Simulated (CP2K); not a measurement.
Runs of CP2K 2026.2 on TiO2 (Anatase). Symmetry: I4_1/amd, No. 141, tetragonal system. The conventional cell has a = 3.784 Å, b = 3.784 Å, c = 9.515 Å, α = 90.00°, β = 90.00°, γ = 90.00°. Ti (site symmetry -4m2) has 6 O at 1.93 to 1.98 Å as nearest neighbours. O (site symmetry 2mm) is surrounded by 3 Ti at 1.93 to 1.98 Å. 

| level | U | PLUS_U_METHOD | gap on the mesh (eV) | largest force (eV/Å) |
| --- | --- | --- | --- | --- |
| PBE+U | Ti d U = 2.0 eV | MULLIKEN | (b) | 0.06 |
| PBE+U | Ti d U = 6.0 eV | MULLIKEN | 2.81 | 0.05 |
| PBE+U | Ti d U = 4.0 eV | MULLIKEN | (a) | 0.03 |
| PBE+U | Ti d U = 8.0 eV | MULLIKEN | 3.12 | (c) |
| PBE | - | - | 2.07 | 0.10 |

Alike in all rows: task projected density of states; potentials or basis GTH_POTENTIALS Ti GTH-PBE-q12, O GTH-PBE-q6; DZVP-MOLOPT-SR-GTH basis; no spin polarisation; cell as given; k mesh 8 × 8 × 8; smearing fermi-dirac 0.05 eV.

Task: Estimate the missing entries.

Result: (a) 2.54; (b) 2.29; (c) 0.08.

Caveats: the basis of atomic orbitals isn't converged, which shifts pressures, moduli and gaps; this program's U acts on Mulliken populations of all basis functions of the shell, so it isn't the U of plane-wave codes (some runs); energies scatter by some meV and the pressure isn't listed (some runs).

A k mesh can miss the band edges.
